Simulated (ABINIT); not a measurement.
SnO:

```xyz
4
Lattice="3.8137 0.0000 0.0000 0.0000 3.8137 0.0000 0.0000 0.0000 4.8869" Properties=species:S:1:pos:R:3 pbc="T T T"
Sn    1.9068    0.0000    3.7367
Sn    0.0000    1.9068    1.1503
O     0.0000    0.0000    0.0000
O     1.9068    1.9068    0.0000
```

The cell is a database's computed one.

Base run:

- Program: ABINIT 10.8.3 (patched build)
- Functional: BLYP
- Potentials or basis: JTH PAW PBE v2.0
- Cutoff: 762 eV
- k mesh: 7 × 7 × 6
- Occupations: fermi-dirac, width 0.05 eV
- Spin: no spin polarisation

Its results: band gap on the k mesh 0.60 eV, indirect (least direct gap 2.20 eV); pressure 7.2 GPa; largest force 0.526 eV/Å.

The run is repeated on the same cell with these changes: functional from BLYP to RPBE. What comes out?

Band gap on the k mesh 0.38 eV, indirect (least direct gap 2.06 eV); pressure 5.3 GPa; largest force 0.535 eV/Å.

Caveats: the PAW data sets were made with another functional, which shifts forces and pressure a little; spin-orbit coupling is left out, which moves the levels of the heavy elements; the mesh misses the band edges, which the band path finds closer together.
